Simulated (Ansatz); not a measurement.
**Sensitivity of the gradients in SiO2 to the input**

This input was run with Ansatz:

```yaml
crystal:
  lattice:
    - [4.9028, 0.0, 0.0]
    - [0.0, 4.9028, 0.0]
    - [0.0, 0.0, 6.7782]
  atoms:
    - { symbol: Si, position: [0.3086, 0.3086, 0.0] }
    - { symbol: Si, position: [0.1914, 0.8086, 0.25] }
    - { symbol: Si, position: [0.6914, 0.6914, 0.5] }
    - { symbol: Si, position: [0.8086, 0.1914, 0.75] }
    - { symbol: O, position: [0.2364, 0.1198, 0.187] }
    - { symbol: O, position: [0.3802, 0.7364, 0.437] }
    - { symbol: O, position: [0.7636, 0.8802, 0.687] }
    - { symbol: O, position: [0.6198, 0.2636, 0.937] }
    - { symbol: O, position: [0.7364, 0.3802, 0.563] }
    - { symbol: O, position: [0.8802, 0.7636, 0.313] }
    - { symbol: O, position: [0.2636, 0.6198, 0.063] }
    - { symbol: O, position: [0.1198, 0.2364, 0.813] }
kpoints:
  mp_grid: { grid: [5, 5, 4] }
scf:
  occupations: { method: fermi_dirac, width: 0.02 }
hamiltonian:
  xc: pbe
  pseudopotentials: { kind: paw }
output:
  forces: true
  stress: true
  populations: true
  efg: { quadrupole_moments_barn: { O: -0.02558 }, contact_densities: true }
basis:
  ecutwfc: "300 eV"
```

```sh
ansatz run input.yaml --threads 1 --pin off --max-ram 2560MiB --backend cpu --events-out ev --progress --plain --runs-dir out
```

It converged. Of its output the block on the nuclei alone is shown, without the SCF iterations, energies, forces and stress (one atom of each set):

```
--- PAW observables at the nuclei: V_zz in 10²¹ V/m², potentials from the cell's mean, atoms counted from 1 ---
  atom   1  Si V_zz =    -0.649263   η = 0.8530   by run symmetry: allowed
            electrostatic potential = -1354.406477 V   contact ρ = 12801.439857 e/Å³
  atom   5  O  V_zz =    +8.409531   η = 0.1928   by run symmetry: allowed   C_q = -5.2015 MHz
            electrostatic potential = -617.604296 V   contact ρ = 2153.790862 e/Å³
```

(1) Can these gradients be trusted, and how do they compare with a run on standard settings?

Results:

(1) Not as converged values. Against the standard input the change is `basis.ecutwfc`: not typed → 300 eV. A site carries the number of its first atom; V_zz in 10²¹ V/m².

```csv
site,V_zz standard,η standard,V_zz here,η here
Si,-0.64,0.84,-0.65,0.85
O,8.81,0.19,8.41,0.19
```

The largest change of V_zz is on O, from 8.81 to 8.41. In per cent, |V_zz| changes by +1 on Si, -5 on O (all sites that start above 0.5). SCF iterations: 6 and 6. New warnings: cutoff below recommended. In the changed run the cutoff of 300 eV lies below the one recommended for these PAW files, so its values aren't converged ones.

On the reference run: The calculated pressure of 9 GPa (PBE) comes largely from the unrelaxed atoms: it is 2.3 GPa once they are relaxed in the same cell. The largest force is 0.5 eV/Å, so the atoms aren't at the calculated equilibrium and relaxing them would move these values.
